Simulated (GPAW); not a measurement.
# HfB2 (P6/mmm) in GPAW: single point with AM05+U

Aim: the single point of HfB2 with AM05+U.

Everything below comes from runs of GPAW 26.7.0. Logs are shortened: lines on timing, memory, paths and dates and some standing lists are left out, and cuts for length are marked. The log counts tension as positive stress, the text compression.

### 1 The crystal as given

Symmetry: P6/mmm, No. 191, hexagonal system. Conventional cell: a = 3.140 Å, b = 3.140 Å, c = 3.480 Å, α = 90.00°, β = 90.00°, γ = 120.00°. Hf (site symmetry 6/mmm) has 12 B at 2.51 Å as nearest neighbours. Around B (site symmetry -6m2) lie 3 B at 1.81 Å.

### 2 Single point, AM05+U

The input, run.py:

```python
from ase.dft.bandgap import bandgap
from ase.io import read, write
from ase.units import GPa
from gpaw import GPAW, PW, setup_paths

setup_paths.insert(0, '.')

atoms = read('HfB2.cif')

calc = GPAW(mode=PW(600),
            xc='AM05',
            kpts={'size': (8, 8, 6), 'gamma': True},
            occupations={'name': 'fermi-dirac', 'width': 0.05},
            setups={'Hf': ':d,5.3'},
            nbands=20,
            maxiter=120,
            txt='gpaw.txt')
atoms.calc = calc
energy = atoms.get_potential_energy()
forces = atoms.get_forces()
stress = atoms.get_stress()
calc.write('gs.gpw')
write('result.traj', atoms)
print(f'Energy: {energy:.6f} eV')
print('Forces (eV/A):')
print(forces.round(4))
print('Stress (GPa):', (stress / GPa).round(3))
print('Fermi level:', round(calc.get_fermi_level(), 4), 'eV')
print(f'Gap: {bandgap(calc)[0]:.4f} eV, direct: {bandgap(calc, direct=True)[0]:.4f} eV')
```

The input, HfB2.cif:

```cif
data_HfB2
_cell_length_a 3.14000000
_cell_length_b 3.14000000
_cell_length_c 3.48000000
_cell_angle_alpha 90.00000000
_cell_angle_beta 90.00000000
_cell_angle_gamma 120.00000000
_space_group_name_H-M_alt 'P1'
_space_group_name_Hall 'P 1'
_space_group_IT_number 1
loop_
_space_group_symop_operation_xyz
'x,y,z'
loop_
_atom_site_label
_atom_site_type_symbol
_atom_site_symmetry_multiplicity
_atom_site_Wyckoff_symbol
_atom_site_fract_x
_atom_site_fract_y
_atom_site_fract_z
_atom_site_occupancy
Hf1 Hf 1 a 0.0000000000 0.0000000000 0.0000000000 1
B1 B 1 a 0.6666666667 0.3333333333 0.5000000000 1
B2 B 1 a 0.3333333333 0.6666666667 0.5000000000 1
```

Potentials or basis: PAW data sets generated in the run's folder for this functional, pw.

Command:

```sh
gpaw-setup -f AM05 B Hf
OMP_NUM_THREADS=1 python run.py
```

gpaw.txt:

```text
__  _  _
 | _ |_)|_||  |
 |__||  | ||/\| - 26.7.0

Input parameters:
  mode=PW(ecut=600.0),
  kpts=MonkhorstPack(size=(8, 8, 6), gamma=True),
  maxiter=120,
  nbands=20,
  occupations=Occupations(name='fermi-dirac', width=0.05),
  setups={'Hf': ':d,5.3'},
  xc=XC(name='AM05')

Diagonalizing LCAO Hamiltonian
Converting LCAO to pw mode

         B  B

       Hf

Atoms  # Å, Bohr magnetons
|   | symbol |         x |        y |        z |    initial magnetic moments |
|---|--------|-----------|----------|----------|-----------------------------|
| 0 |     Hf |  0.000000 | 0.000000 | 0.000000 | ( 0.0000,  0.0000,  0.0000) |
| 1 |      B |  1.570000 | 0.906440 | 1.740000 | ( 0.0000,  0.0000,  0.0000) |
| 2 |      B | -0.000000 | 1.812880 | 1.740000 | ( 0.0000,  0.0000,  0.0000) |

Unit cell  # Å
| periodic |         x |        y |        z |  lengths |     angles |
|----------|-----------|----------|----------|----------|------------|
|      yes |  3.140000 | 0.000000 | 0.000000 | 3.140000 |  90.000000 |
|      yes | -1.570000 | 2.719320 | 0.000000 | 3.140000 |  90.000000 |
|      yes |  0.000000 | 0.000000 | 3.480000 | 3.480000 | 120.000000 |

Number of symmetries: 24
Symmetry operations  # r_c * U_cc + t_c -> r_c
|    | kind |            matrix            |
|----|------|------------------------------|
|  0 |  σ   |  1, 1, 0,  0,-1, 0,  0, 0, 1 |
|  1 |  C2  |  1, 1, 0,  0,-1, 0,  0, 0,-1 |
|  2 |  C6  |  1, 1, 0, -1, 0, 0,  0, 0, 1 |
|  3 |  S6  |  1, 1, 0, -1, 0, 0,  0, 0,-1 |
|  4 |  E   |  1, 0, 0,  0, 1, 0,  0, 0, 1 |
|  5 |  σ   |  1, 0, 0,  0, 1, 0,  0, 0,-1 |
|  6 |  σ   |  1, 0, 0, -1,-1, 0,  0, 0, 1 |
|  7 |  C2  |  1, 0, 0, -1,-1, 0,  0, 0,-1 |
|  8 |  σ   |  0, 1, 0,  1, 0, 0,  0, 0, 1 |
|  9 |  C2  |  0, 1, 0,  1, 0, 0,  0, 0,-1 |
| 10 |  C3  |  0, 1, 0, -1,-1, 0,  0, 0, 1 |
| 11 |  S3  |  0, 1, 0, -1,-1, 0,  0, 0,-1 |
| 12 |  C6  |  0,-1, 0,  1, 1, 0,  0, 0, 1 |
| 13 |  S6  |  0,-1, 0,  1, 1, 0,  0, 0,-1 |
| 14 |  σ   |  0,-1, 0, -1, 0, 0,  0, 0, 1 |
| 15 |  C2  |  0,-1, 0, -1, 0, 0,  0, 0,-1 |
| 16 |  σ   | -1, 0, 0,  1, 1, 0,  0, 0, 1 |
| 17 |  C2  | -1, 0, 0,  1, 1, 0,  0, 0,-1 |
| 18 |  C2  | -1, 0, 0,  0,-1, 0,  0, 0, 1 |
| 19 |  i   | -1, 0, 0,  0,-1, 0,  0, 0,-1 |
| 20 |  C3  | -1,-1, 0,  1, 0, 0,  0, 0, 1 |
| 21 |  S3  | -1,-1, 0,  1, 0, 0,  0, 0,-1 |
| 22 |  σ   | -1,-1, 0,  0, 1, 0,  0, 0, 1 |
| 23 |  C2  | -1,-1, 0,  0, 1, 0,  0, 0,-1 |

BZ-sampling:
  Number of BZ points: 384
  Number of IBZ points: 40

  Monkhorst-Pack size: [8, 8, 6]
  Monkhorst-Pack shift: [0.0625, 0.0625, 0.08333333333333333]

K-points  # in reciprocal-cell coordinates
|     |                                coordinates |     weight |
|-----|--------------------------------------------|------------|
|   0 | (  0.00000000,   0.00000000,   0.00000000) | 0.00260417 |
|   1 | (  0.00000000,   0.00000000,   0.16666667) | 0.00520833 |
|   2 | (  0.00000000,   0.00000000,   0.33333333) | 0.00520833 |
|   3 | (  0.00000000,   0.00000000,   0.50000000) | 0.00260417 |
|   4 | (  0.12500000,   0.00000000,   0.00000000) | 0.01562500 |
|   5 | (  0.12500000,   0.00000000,   0.16666667) | 0.03125000 |
|   6 | (  0.12500000,   0.00000000,   0.33333333) | 0.03125000 |
|   7 | (  0.12500000,   0.00000000,   0.50000000) | 0.01562500 |
|   8 | (  0.25000000,  -0.12500000,   0.00000000) | 0.01562500 |
|   9 | (  0.25000000,  -0.12500000,   0.16666667) | 0.03125000 |
| ... |                                            |            |
|  39 | (  0.50000000,   0.50000000,   0.50000000) | 0.00781250 |

Plane wave coefficients: 1010
Cutoff: 600.0 eV

Spin-components: 1 (collinear spins)
Bands:           20
Projectors:      16
Spin-degeneracy: 2
Datatype:        complex128

Parallelization:
  kpt:    1
  domain: 1
  band:   1

Density:
  Valence electrons: 18.0
  Components: 1
  Grid points: [18 18 20]
  Charge: 0.0  # |e|

Potential:
  Grid points: [18 18 20]

species:
  Hf:
    name:    Hafnium
    Z:       72.0
    valence: 12
    core:    60
    charge:  0.0  # [|e|]
    Hubbard: {U: 5.3,  # eV
              l: 2,
              scale: True}
    compensation charges:
      type: gauss
      rc: 0.41  # [Å]
      lmax: 2
    cutoffs:
      filter: 2.36  # [Å]
      core: 4.02  # [Å]
    projectors
    | kind |    occ | energy [eV] | rcut [Å] |
    |------|--------|-------------|----------|
    |   5s |  2.000 |     -66.868 |    1.397 |
    |   6s |  2.000 |      -5.050 |    1.397 |
    |   5p |  6.000 |     -35.616 |    1.307 |
    |   6p |  0.000 |      -1.329 |    1.307 |
    |   5d |  2.000 |      -2.680 |    1.334 |
    |    d |        |      24.531 |    1.334 |

    Using partial waves for Hf as LCAO basis

  B:
    name:    Boron
    Z:       5.0
    valence: 3
    core:    2
    charge:  0.0  # [|e|]
    compensation charges:
      type: gauss
      rc: 0.20  # [Å]
      lmax: 2
    cutoffs:
      filter: 1.14  # [Å]
      core: 1.42  # [Å]
    projectors
    | kind |    occ | energy [eV] | rcut [Å] |
    |------|--------|-------------|----------|
    |   2s |  2.000 |      -9.331 |    0.635 |
    |   2p |  1.000 |      -3.537 |    0.635 |
    |    s |        |      17.880 |    0.635 |
    |    p |        |      23.674 |    0.635 |
    |    d |        |       0.000 |    0.635 |

    Using partial waves for B as LCAO basis

Reference energy: -410978.933259  # eV

eigensolver:
  PPCG
  Converge bands: occupied
  niter=2

density mixing:
  MSR1-Mixer
  Pratt-step length: 0.05
  Maximum mixing coefficient: 0.75
  Old densities: 10
  SVD Regularization: 0.005
  Good broyden scale: 1.0
  Trust region scale: 1.0
  Backstep threshold: 4.0
  History deletion threshold: 6.0
  Fourier metric: weight=20.0, sigma=0.015

occupation numbers:
  Fermi-Dirac:
    width: 0.0500  # eV

poisson solver:
  ecut: 4800.0  # eV

xc functional:
  name: AM05 with 2 nearest neighbor stencil

convergence criteria:
- Maximum [total energy] change in last 3 cyles: 0.0005 eV / valence electron
- Maximum integral of absolute [dens]ity change: 0.0001 electrons / valence electron
- Maximum integral of absolute [eigenst]ate change: 4e-08 eV^2 / valence electron
maximum number of iterations: 120

SCF iterations
|iter     | |      energy | eigst |  dens |
|---------|-|-------------|-------|-------|
|iter:   1| |  -22.309352 | +0.02 |       |
|iter:   2| |  -21.835700 | -2.36 | -0.88 |
|iter:   3| |  -20.158504 | -1.29 | -0.93 |
|iter:   4| |  -20.177449 | -2.85 | -1.68 |
|iter:   5| |  -20.189463 | -3.44 | -2.03 |
|iter:   6| |  -20.190329 | -4.62 | -2.83 |
|iter:   7| |  -20.190399c| -6.20 | -3.57 |
|iter:   8| |  -20.190415c| -6.34 | -3.88 |
|iter:   9| |  -20.190416c| -7.88c| -4.69c|

Converged in 9 steps
Energy contributions relative to reference atoms: (reference = -410978.933259)

Energy contributions:
  Kinetic:          23.020961
  Coulomb:         -20.775006
  Zero:             -0.322287
  External:          0.000000
  Xc:              -22.112444
  Entropy:          -0.003278
  Spinorbit:         0.000000
  ----------------------------
  Free energy:     -20.192055
  Extrapolated:    -20.190416

dipole moment: (-5.698711, -9.870456, -12.631537)  # |e|*Ang

Fermi level: 13.522
Eigenvalues  # (at kpt = [0.000, 0.000, 0.000])
| band index |      eig [eV] | occ [0-2] |
|------------|---------------|-----------|
|          0 |       -49.826 |     2.000 |
|          1 |       -18.802 |     2.000 |
|          2 |       -18.319 |     2.000 |
|          3 |       -18.319 |     2.000 |
|          4 |        -0.917 |     2.000 |
|          5 |        10.003 |     2.000 |
[... 9 lines left out ...]
|         15 |        18.322 |     0.000 |
|         16 |        20.782 |     0.000 |
|        ... |               |           |
|         19 |        34.328 |     0.000 |

No gap
No difference between direct/indirect transitions

Forces  # eV/Ang
|        x |        y |       z |
|----------|----------|---------|
| -0.00000 | -0.00000 | 0.00000 |  # Hf   0
|  0.00000 |  0.00000 | 0.00000 |  # B    1
| -0.00000 |  0.00000 | 0.00000 |  # B    2

Stress tensor  # eV/Ang^3
|         x |         y |         z |
|-----------|-----------|-----------|
| -0.067670 |  0.000000 |  0.000000 |
|  0.000000 | -0.067670 |  0.000000 |
|  0.000000 |  0.000000 | -0.091203 |

# Writing to gs.gpw (mode='')
```

Run time: 35 s. Hardware: 1 thread of Arm Neoverse N1, shared host; peak memory 0.15 GiB.

What came out:

- Free energy: -20.1921 eV
- Pressure: 12.1 GPa
- Band gap on the k mesh: none (metal or under the smearing width)

Caveat: the cutoff is short for stress and forces, so pressures can be off by a GPa or more; U without spin polarisation on a metal has little footing; the U is typed as a test and isn't derived for this compound. The run has no spin-orbit coupling, so splittings on Hf are missing.
